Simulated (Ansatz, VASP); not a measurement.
# CoO: VASP beside Ansatz

Contents of INCAR:

```
SYSTEM = CoO
PREC = Accurate
ENCUT = 520
EDIFF = 1E-7
ISMEAR = 0
SIGMA = 0.05
LREAL = .FALSE.
LASPH = .TRUE.
NELM = 150
ALGO = Normal
ISIF = 2
LWAVE = .FALSE.
LCHARG = .FALSE.
ISPIN = 2
MAGMOM = 2 -2 0 0
LORBIT = 11
LMAXMIX = 4
LDAU = .TRUE.
LDAUTYPE = 2
LDAUL = 2 -1
LDAUU = 6 0
LDAUJ = 0 0
LDAUPRINT = 1
GGA = CA
NBANDS = 27
```

File KPOINTS:

```
Automatic mesh
0
G
  7 4 7
  0 0 0
```

File POSCAR:

```
CoO
1.0
    1.4281496200      2.4736276900      0.0000000000
   -4.2844488400      2.4736276900      0.0000000000
    0.0000000000      0.0000000000      2.7876065300
Co O
2 2
Direct
    0.0000000000      0.0000000000      0.0000000000
    0.5000000000      0.5000000000      0.0000000000
    0.5000000000      0.8333333333      0.5000000000
    0.0000000000      0.3333333333      0.5000000000
```

input.yaml

```yaml
crystal:
  lattice:
    - [1.42814962, 2.47362769, 0.0]
    - [-4.28444884, 2.47362769, 0.0]
    - [0.0, 0.0, 2.78760653]
  atoms:
    - { symbol: Co, position: [0.0, 0.0, 0.0], spin: 2.0 }
    - { symbol: Co, position: [0.5, 0.5, 0.0], spin: -2.0 }
    - { symbol: O, position: [0.5, 0.8333333333, 0.5] }
    - { symbol: O, position: [0.0, 0.3333333333, 0.5] }
hamiltonian:
  xc: lda
  pseudopotentials: { kind: paw }
  hubbard: { sites: [{ species: Co, l: d, u_eff: 6.0 }] }
magnetization:
  spin_polarized: true
kpoints:
  mp_grid: { grid: [7, 4, 7] }
scf:
  occupations: { method: gaussian, width: 0.05 }
output:
  forces: true
  stress: true
  eigenvalues: true
```

Measurements of this composition are mostly on another form, of space group No. 225.

Alike in both runs: task single point; functional LDA; k mesh 7 × 4 × 7; occupations gaussian, width 0.05 eV; collinear spin, antiferromagnetic start; Hubbard terms Co d U = 6 eV.

|  | VASP | Ansatz |
| --- | --- | --- |
| version | VASP 6.6.1 | Ansatz 0.2.0 |
| potentials or method | VASP PAW LDA potentials, release 64 (Co, O) | Ansatz PAW |
| plane-wave cutoff (eV) | 520 | 420 |
| valence electrons in the cell | 30 | 46 |

Ansatz gave:

```
gap on the k mesh at the Fermi level (eV)                     : 1.49
least direct gap on the mesh (eV)                             : 1.49
pressure (GPa)                                                : -9.5
largest component of the traceless stress (GPa)               : 13.30
rms of the force components (eV/Å)                            : 0.133
net moment per atom (μB)                                      : 0.00
size of the moment on the site where the two differ most (μB) : 2.57
```

Problem. Estimate VASP's values.

Solution. gap on the k mesh at the Fermi level (eV): 1.63; least direct gap on the mesh (eV): 1.63; pressure (GPa): -16.6; largest component of the traceless stress (GPa): 14.87; rms of the force components (eV/Å): 0.122; net moment per atom (μB): 0.00; size of the moment on the site where the two differ most (μB): 2.72.

Site moments also hang on the region over which each program counts them. The programs project onto different local orbitals, so the same U acts differently. Atom by atom the forces differ by 0.010 eV/Å (rms over components). The two sets of potentials don't hold the same shells in valence.

Caveats: an odd mesh through Γ misses points on the zone boundary, where band edges often lie (VASP); the magnetic or orbital state may not be the lowest (Ansatz); odd divisions of the mesh miss points on the zone boundary, where band edges often lie, so the gap on the mesh can be too wide (Ansatz); the pressure holds a Pulay correction of +0.9 GPa for the finite cutoff (Ansatz); the PAW data sets come from PBE, with cores solved anew for the run's functional, which leaves a small shift of forces and pressure (Ansatz). The state reached can hang on the start; a lower one may exist.
